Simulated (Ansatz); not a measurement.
**A trial form of PbSe**

All numbers below come from DFT PBE, scalar-relativistic, plane waves, PAW (Ansatz). Cutoff 420 eV, Gaussian smearing, Γ-centred meshes. Cell and atoms relax first on a coarse mesh and then on a converged one. In between, the cell is made exact in the group found at 0.06 Å. The steps can't lower the symmetry of their start. No spin polarisation.

The guess for PbSe is a distorted database cell: PbSe type (Fm-3m) distorted into a subgroup (R3m, No. 160) (cell multiple 2; largest shift (Å) 0.20).

```cif
data_structure
_symmetry_space_group_name_H-M 'R3m:H'
_symmetry_Int_Tables_number 160
_cell_length_a 4.3197
_cell_length_b 4.3197
_cell_length_c 10.9585
_cell_angle_alpha 90.000
_cell_angle_beta 90.000
_cell_angle_gamma 120.000
_cell_volume 177.09
loop_
_atom_site_label
_atom_site_type_symbol
_atom_site_symmetry_multiplicity
_atom_site_Wyckoff_symbol
_atom_site_fract_x
_atom_site_fract_y
_atom_site_fract_z
_atom_site_occupancy
Pb1 Pb 3 a 0.66667 0.33333 0.31465 1
Se1 Se 3 a 0.33333 0.66667 0.18535 1
```

Energies over the elements count from the elements' standard structures at the same level, with no fitted energy shifts.

Question: Describe the relaxed structure.

Answer: The symmetry stays R3m (No. 160). The volume per atom grows by 1.9 %, from 29.5 to 30.1 Å³. The shortest distance goes from 2.87 Å (Pb–Se) to 3.08 Å (Pb–Se). The energy falls by about 0.04 eV/atom (the start's value is from the coarse mesh). Conventional cell: a = 4.397 Å, c = 10.781 Å. Pb has 6 Se at 3.08–3.14 Å; Se is surrounded by 6 Pb at 3.08–3.14 Å.

```
Pb Se
1.0
     2.19851    1.26931    3.59365
    -2.19851    1.26931    3.59365
     0.00000   -2.53862    3.59365
Pb Se
1 1
Direct
  0.99768 0.99768 0.99768
  0.50232 0.50232 0.50232
```

Question: Give its energy and gap.

Answer: The energy over the elements is −0.565 eV/atom and the gap on the 12×12×12 mesh of the 2-atom cell is 0.45 eV.

A negative formation energy is needed for stability but isn't enough: competing phases decide.

The last run used Gaussian smearing of 0.02 eV. Spin–orbit coupling, which can matter for Pb, is left out. Kohn–Sham gaps at this level usually fall short of measured ones. The missing spin–orbit coupling can work the other way here. The reference form of Se is held partly by dispersion forces, which this level lacks. A structure relaxed within its symmetry needn't be a true minimum.
